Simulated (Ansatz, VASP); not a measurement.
Ni in VASP and in Ansatz

```
CELL_PARAMETERS angstrom
2.30502 0.00000 0.00000
0.00000 2.30502 0.00000
0.00000 0.00000 2.30502
ATOMIC_POSITIONS crystal
Ni 0.00000 0.00000 0.00000
```

Alike in both runs: functional r2SCAN; k mesh 24 × 24 × 24; occupations gaussian, width 0.1 eV; collinear spin.

Ansatz relaxed the structure, and its values are those at the end. VASP's run is a single point on that final structure, the one shown.

```csv
,VASP,Ansatz
version,VASP 6.6.1,Ansatz 0.2.0
potentials or method,"VASP PAW PBE potentials, release 64 (Ni)","scalar-relativistic, plane waves, PAW"
plane-wave cutoff (eV),520,500
valence electrons in the cell,10,18
```

Ansatz gave:

| Item | Value |
| --- | --- |
| gap on the k mesh at the Fermi level (eV) | none |
| pressure (GPa) | 0.0 |
| net moment per atom (μB) | 0.85 |
| size of the moment on the site where the two differ most (μB) | 0.89 |

Q: Estimate VASP's values.

A: gap on the k mesh at the Fermi level (eV): none; pressure (GPa): 0.1; net moment per atom (μB): 0.83; size of the moment on the site where the two differ most (μB): 0.84.

Site moments also hang on the region over which each program counts them. A gap of «none» marks a metal or a gap that the smearing closes. The functional is the same, so the differences come from potentials, cutoffs and numerics. The two sets of potentials don't hold the same shells in valence.

Caveats: the PAW data sets were made with another functional, which shifts forces and pressure a little (VASP).
